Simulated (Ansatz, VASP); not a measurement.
## Cross-check of Co (Co(0001)) between VASP and Ansatz

Wanted: the spread between two codes on one cell, functional and k mesh. The cell is taken from a series of runs on this material, whose earlier steps may have relaxed, scaled, displaced or heated it; both programs get it as it stands.

Calculated with Ansatz 0.2.0; plane waves, with VASP 6.6.1 beside it; single point at PBE, single point at PBEsol and single point at RPBE.

### Step 1. Starting point

The cell holds 7 atoms: 7 Co. Cell: a = 2.510 Å, b = 2.510 Å, c = 30.214 Å, α = 90.0°, β = 90.0°, γ = 60.0°. Vacuum lies along c.

### Step 2. Ansatz: single point, PBE

Ansatz runs on its default PAW (the set named soft_2) files.

With cell and atoms fixed, the geometry can't cause a difference; cores, projectors, grids and the points listed under the comparison can.

input.yaml reads:

```yaml
crystal:
  lattice:
    - [2.51, 0.0, 0.0]
    - [1.255, 2.1737237635, 0.0]
    - [0.0, 0.0, 30.21366]
  atoms:
    - { symbol: Co, position: [0.0, 0.0, 0.2978785093], spin: 1.7 }
    - { symbol: Co, position: [0.6666666667, 0.6666666667, 0.3652523395], spin: 1.7 }
    - { symbol: Co, position: [0.0, 0.0, 0.4326261698], spin: 1.7 }
    - { symbol: Co, position: [0.6666666667, 0.6666666667, 0.5], spin: 1.7 }
    - { symbol: Co, position: [0.0, 0.0, 0.5673738302], spin: 1.7 }
    - { symbol: Co, position: [0.6666666667, 0.6666666667, 0.6347476605], spin: 1.7 }
    - { symbol: Co, position: [0.0, 0.0, 0.7021214907], spin: 1.7 }
magnetization:
  spin_polarized: true
kpoints:
  mp_grid: { grid: [19, 19, 1] }
hamiltonian:
  xc: pbe
scf:
  occupations: { method: fermi_dirac, width: 0.1 }
  convergence: { dr2_threshold: 1.0e-09 }
efield:
  axis: 3
  dipole_correction: true
  ramp_position: 0.97
  ramp_width: 0.06
output:
  write_potential: true
  write_density: true
  volumetric_format: npy
  elf: true
```

On the command line:

```console
> ansatz run input.yaml --threads 4 --pin off --max-ram 6144MiB --backend cpu --events-out ev --progress --plain --runs-dir out
```

Numbers of over 12 decimals in the logs are rounded to 6 here.

Log:

```text
Engine: ansatz 0.2.0, aarch64-unknown-linux-gnu
Pseudopotentials: kind: paw
Pseudopotential: Co, paw, valence charge 17, recommended cutoff 420 eV (normal), Co.paw.azcp
Functional definition: PBE
  parameter kappa = 0.804
  parameter beta = 0.066725
  exchange = pbe_x(kappa = kappa, mu = beta*pi^2/3)
  correlation = pbe_c(beta = beta)
Crystal: 7 atoms, lattice volume = 164.847 Å³
Basis set: ecut = 420 eV, 3239 PW (Γ)
Bands: 79, of which v1, the nominal top of the filled ones, is band 60 counted from 1 (59 counted from 0)
Symmetry: 6 space group operations
k-points: 40 of 361 (time reversal used)
Non-local potential: Co, projectors of the file, l = 0: 3, l = 1: 2, l = 2: 3, l = 3: 1
PAW form: soft (Blöchl's): semilocal exchange-correlation on the pseudo side does not see the compensation charge
PAW one-centre angular grid: Co, 590 points (default); XC on 64 Gauss nodes
Initial density: superposition of atomic densities (neutral atoms: chi_scale 0, normalization atom)
Starting moments: Σ|m| = 11.9 μB on 7 of 7 sites
Initial wavefunctions: pseudopotential atomic-orbital guess
Functional: x = pbe(κ = 0.804, μ = 0.219515), c = pbe(β = 0.066725)
SCF iter   1: F=—  HF=-35878.922077 eV  |F-HF|=—  |Δ(HF+E_count)|=         —  Δρ=7.13e-2 (↑1.69e-2 ↓7.13e-2)  dr2=1.23e1  dr2_m=2.20e0  M=12.437 μB ∫|m|=12.864 μB  β_m=1.00  ethr=3.10e-3  p=0.000 e·Å  D=2.36e-13 V/Å  ΔV_dip=-0.00 eV  dr2_dipole=6.40e-7  V_vac-E_F(+/−)=7.54/7.54 eV  ⟨swp⟩=9.5  Hψ=29984  notcnv=0  defer=126
Mixer restart at iter 1: flushing history
efield: sawtooth ramp at fractional position 0.9700 (set: `efield.ramp_position`, or a place that a band, a saddle search or an elastic batch's reference lends), width 0.0600; the density the first Hamiltonian is built on has a dipole p = 0.000 e·Å; the dipole correction subtracts the counter field D = 2.36e-13 V/Å, which shifts the + side's vacuum level by -0.00 eV against the − side's; the planar-averaged density in the ramp window peaks in size at 1.5e-5 e/Å³
preconditioner: auto → LDOS  [metal: Δε(μ)=0.003 eV  Ē_g=7.441 eV  σ=0.100 eV  W_gap=0.01  n_scr=24 (ndim 8)  ℏωp=23.0 eV  f_vac=0.487  D(μ)=7.21/eV (n_scr^D=26)]
spin=Collinear: LDOS preconditioning applied to the charge; magnetization (m = ρ↑ − ρ↓) channel mixes plain (no charge-response kernel on spin).
SCF iter   2: F=—  HF=-35877.234843 eV  |F-HF|=—  |Δ(HF+E_count)|=    1.69e0  Δρ=1.65e-2 (↑1.65e-2 ↓8.29e-3)  dr2=6.69e-1  dr2_m=1.74e-1  M=12.347 μB ∫|m|=13.310 μB  β_m=0.33  ethr=3.10e-3  p=-0.000 e·Å  D=-7.82e-6 V/Å  ΔV_dip=0.00 eV  dr2_dipole=3.50e-13  V_vac-E_F(+/−)=6.51/6.51 eV  ⟨swp⟩=2.6  Hψ=11061  notcnv=0  defer=307
density mixer auto → msr1: a metal under ldos (density of states about μ 2.94 of a free-electron gas's, 24 screened modes)
SCF iter   3: F=—  HF=-35879.362331 eV  |F-HF|=—  |Δ(HF+E_count)|=    2.13e0  Δρ=7.29e-3 (↑7.29e-3 ↓6.84e-3)  dr2=1.29e-1  dr2_m=5.89e-2  M=12.176 μB ∫|m|=13.253 μB  β_m=0.48  ethr=5.63e-4  p=-0.000 e·Å  D=-3.92e-6 V/Å  ΔV_dip=0.00 eV  dr2_dipole=1.38e-12  V_vac-E_F(+/−)=5.97/5.97 eV  ⟨swp⟩=2.7  Hψ=10435  notcnv=0  defer=310
SCF iter   4: F=—  HF=-35881.185148 eV  |F-HF|=—  |Δ(HF+E_count)|=    1.82e0  Δρ=7.70e-3 (↑5.75e-3 ↓7.70e-3)  dr2=1.72e-1  dr2_m=2.91e-2  M=11.959 μB ∫|m|=13.122 μB  β_m=0.51  ethr=1.08e-4  p=-0.000 e·Å  D=-7.00e-7 V/Å  ΔV_dip=0.00 eV  dr2_dipole=1.48e-8  V_vac-E_F(+/−)=5.36/5.36 eV  ⟨swp⟩=3.0  Hψ=13376  notcnv=0  defer=304
SCF iter   5: F=—  HF=-35881.549303 eV  |F-HF|=—  |Δ(HF+E_count)|=   3.64e-1  Δρ=2.76e-3 (↑2.50e-3 ↓2.76e-3)  dr2=3.37e-2  dr2_m=1.28e-3  M=11.849 μB ∫|m|=12.996 μB  β_m=0.62  ethr=1.08e-4  p=-0.000 e·Å  D=-4.07e-6 V/Å  ΔV_dip=0.00 eV  dr2_dipole=2.83e-8  V_vac-E_F(+/−)=5.21/5.21 eV  ⟨swp⟩=2.1  Hψ=11617  notcnv=0  defer=318
SCF iter   6: F=—  HF=-35881.626322 eV  |F-HF|=—  |Δ(HF+E_count)|=   7.70e-2  Δρ=1.51e-3 (↑1.51e-3 ↓1.41e-3)  dr2=9.31e-3  dr2_m=5.48e-4  M=11.798 μB ∫|m|=12.965 μB  β_m=0.81  ethr=2.83e-5  p=0.000 e·Å  D=2.28e-7 V/Å  ΔV_dip=-0.00 eV  dr2_dipole=3.47e-9  V_vac-E_F(+/−)=5.13/5.13 eV  ⟨swp⟩=2.3  Hψ=12155  notcnv=0  defer=319
SCF iter   7: F=—  HF=-35881.653266 eV  |F-HF|=—  |Δ(HF+E_count)|=   2.69e-2  Δρ=9.41e-4 (↑7.96e-4 ↓9.41e-4)  dr2=3.92e-3  dr2_m=8.68e-5  M=11.736 μB ∫|m|=12.932 μB  β_m=0.66  ethr=7.82e-6  p=-0.000 e·Å  D=-1.76e-6 V/Å  ΔV_dip=0.00 eV  dr2_dipole=5.85e-9  V_vac-E_F(+/−)=5.02/5.02 eV  ⟨swp⟩=2.4  Hψ=12066  notcnv=0  defer=359
SCF iter   8: F=—  HF=-35881.652252 eV  |F-HF|=—  |Δ(HF+E_count)|=   1.01e-3  Δρ=1.86e-4 (↑1.86e-4 ↓1.62e-4)  dr2=1.91e-4  dr2_m=4.51e-6  M=11.728 μB ∫|m|=12.930 μB  β_m=0.65  ethr=3.29e-6  p=0.000 e·Å  D=2.02e-7 V/Å  ΔV_dip=-0.00 eV  dr2_dipole=2.29e-9  V_vac-E_F(+/−)=4.99/4.99 eV  ⟨swp⟩=3.1  Hψ=13248  notcnv=0  defer=369
[...]
SCF iter  12: F=—  HF=-35881.652511 eV  |F-HF|=—  |Δ(HF+E_count)|=   2.16e-7  Δρ=1.18e-5 (↑4.72e-6 ↓1.18e-5)  dr2=2.52e-7  dr2_m=7.69e-8  M=11.732 μB ∫|m|=12.935 μB  β_m=0.69  ethr=1.33e-9  p=0.000 e·Å  D=6.80e-8 V/Å  ΔV_dip=-0.00 eV  dr2_dipole=1.53e-10  V_vac-E_F(+/−)=4.98/4.98 eV  ⟨swp⟩=2.5  Hψ=10243  notcnv=0  defer=366
SCF iter  13: F=—  HF=-35881.652511 eV  |F-HF|=—  |Δ(HF+E_count)|=   1.11e-7  Δρ=5.17e-6 (↑5.17e-6 ↓4.46e-6)  dr2=8.28e-8  dr2_m=4.15e-9  M=11.732 μB ∫|m|=12.935 μB  β_m=0.57  ethr=2.11e-10  p=-0.000 e·Å  D=-1.17e-7 V/Å  ΔV_dip=0.00 eV  dr2_dipole=9.46e-10  V_vac-E_F(+/−)=4.98/4.98 eV  ⟨swp⟩=2.8  Hψ=12234  notcnv=0  defer=366
SCF iter  14: F=—  HF=-35881.652511 eV  |F-HF|=—  |Δ(HF+E_count)|=   3.17e-9  Δρ=2.61e-6 (↑1.46e-6 ↓2.61e-6)  dr2=1.60e-8  dr2_m=1.37e-9  M=11.732 μB ∫|m|=12.935 μB  β_m=0.52  ethr=6.96e-11  p=0.000 e·Å  D=8.55e-8 V/Å  ΔV_dip=-0.00 eV  dr2_dipole=6.05e-10  V_vac-E_F(+/−)=4.98/4.98 eV  ⟨swp⟩=2.8  Hψ=11779  notcnv=0  defer=366
SCF iter  15: F=—  HF=-35881.652511 eV  |F-HF|=—  |Δ(HF+E_count)|=  8.66e-10  Δρ=1.13e-6 (↑5.83e-7 ↓1.13e-6)  dr2=1.88e-9  dr2_m=4.50e-10  M=11.732 μB ∫|m|=12.935 μB  β_m=0.65  ethr=1.34e-11  p=-0.000 e·Å  D=-3.18e-8 V/Å  ΔV_dip=0.00 eV  dr2_dipole=4.08e-11  V_vac-E_F(+/−)=4.98/4.98 eV  ⟨swp⟩=2.3  Hψ=9439  notcnv=0  defer=366
SCF iter  16: F=—  HF=-35881.652511 eV  |F-HF|=—  |Δ(HF+E_count)|=  5.68e-10  Δρ=6.33e-7 (↑6.33e-7 ↓4.37e-7)  dr2=1.36e-9  dr2_m=1.48e-10  M=11.732 μB ∫|m|=12.935 μB  β_m=0.57  ethr=1.58e-12  p=0.000 e·Å  D=5.15e-8 V/Å  ΔV_dip=-0.00 eV  dr2_dipole=2.66e-10  V_vac-E_F(+/−)=4.98/4.98 eV  ⟨swp⟩=2.9  Hψ=12509  notcnv=0  defer=366
SCF iter  17: F=-35881.652511 eV  HF=-35881.652511 eV  |F-HF|=5.09e-10  |Δ(HF+E_count)|=   3.06e-9  Δρ=3.73e-7 (↑1.95e-7 ↓3.73e-7)  dr2=5.11e-10  dr2_m=3.26e-11  M=11.732 μB ∫|m|=12.935 μB  ethr=1.00e-12  p=-0.000 e·Å  D=-9.15e-9 V/Å  ΔV_dip=0.00 eV  dr2_dipole=1.21e-13  V_vac-E_F(+/−)=4.98/4.98 eV  ⟨swp⟩=11.0  Hψ=28740  notcnv=0
SCF 1 converged in 17 iterations: F = -35881.652511 eV  dr2 = 5.11e-10
  greatest PAW one-centre occupation: 1.002 electrons in one spin orbital (limit 2), on the Co atom at site 0 (counted from 0), in its partial waves of l = 1
WARN: The output density's exchange-correlation potential varies sharply where the density is thin. Do not read a vacuum level from v_tot or v_xc, or from such a field of the output density. On a cell that repeats whose density bears no net charge and no dipole along the vacuum's axis use v_es (v_loc + v_h of the components); under efield.dipole_correction with no amplitude use v_es + v_field, which holds any externa [...]
SCF converged after 17 iterations
Magnetization: 11.7324 μB (65.3662 up, 53.6338 down)
Absolute magnetization: 12.9388 μB (∫|ρ↑−ρ↓|, with the PAW one-centre terms)
Spin contamination: 0.2415 ħ² per cell (⟨S²⟩ above its minimum at these occupations)
Per-site moments (μB) at R_I (Å): [(1.817119, 1.030734), (1.748136, 1.030734), (1.706769, 1.030734), (1.712606, 1.030734), (1.706769, 1.030734), (1.748136, 1.030734), (1.817119, 1.030734)]
Free energy (F): -35881.652511 eV
Harris-Foulkes:  -35881.652511 eV  (|F-HF|=5.09e-10)
Internal energy: -35881.411218 eV  (E = F + TS)
E sigma→0 (E₀):  -35881.531864 eV
Entropy (-TS):   -0.241293 eV (-34.470 meV/atom)
Fermi energy:    6.021182 eV
Dipole field:    D = 0.000001 V/Å  (p = 0.000000 e·Å, saw-weighted, corrected)
Work function:   Φ+ = 4.9837 eV   Φ− = 4.9837 eV
Levels:          The Fermi level and band energies are counted from a zero that moves with the ramp; work functions are not
--- Per-component energies (eV) ---
  E_band       = -3209.128622
  E_kinetic    = 3166.193861
  E_local      = -354795.410993  (includes V_loc(G=0)·N_el)
  E_nonlocal   = 3184.078361
  E_hartree    = 175044.724218
  E_xc         = -1108.037829
  E_vxc        = -1429.419911  (∫ρ·V_xc dr)
  E_paw        = -10608.733632  (= ΣΔE_a)
  E_vpaw       = -3424.030434  (= ΣTr[D̂ρ^β])
  E_aug_tail   = 0.000565  (compensation charges beyond the density's cutoff)
  E_efield     = 0.000000  (sawtooth field / dipole correction)
  E_vefield    = 0.000000  (∫n·V_field dr)
  E_ewald      = 149235.774232
  E_smearing   = -0.241293  (= −TS)
  E_closure    = -0.000000  (closes the sum)
  Σ components = -35881.652511   (vs F -35881.652511, Δ=0.00e0)
--- Band table (eV; the first three rows and the last of 80) ---
  k-point 0 ↑: bands = [... 56 lower, 4.3277, 4.3277, 4.4212, 4.5808, 4.5808, 4.8173, 4.8173, 4.9610, ... 15 higher]
  k-point 1 ↑: bands = [... 56 lower, 4.2253, 4.3098, 4.3139, 4.5707, 4.5835, 4.7132, 4.8113, 4.8117, ... 15 higher]
  k-point 2 ↑: bands = [... 56 lower, 4.0775, 4.1907, 4.2841, 4.3892, 4.5272, 4.5465, 4.7715, 4.7972, ... 15 higher]
  k-point 39 ↓: bands = [... 56 lower, 6.7812, 6.9024, 6.9493, 6.9860, 7.0209, 7.0837, 7.0905, 10.7926, ... 15 higher]
```

The column dr2 measures how far the density is from self-consistency, as an energy; F and HF (Harris–Foulkes) agree once it is small.

(Part 1 of 3 ends here.)

[Lines on the potential files, build, host, timing and source positions are cut from VASP's logs without a mark.]

[Logs are printed without paths, hosts, clocks, repeated set-up lines and the standing remarks that a program may print on its own settings, such as how far it seeks lower states.]

[Hosts, paths, dates, database ids (printed as entryN), source tags and the programs' standing remarks are cut or masked in the printed files.]
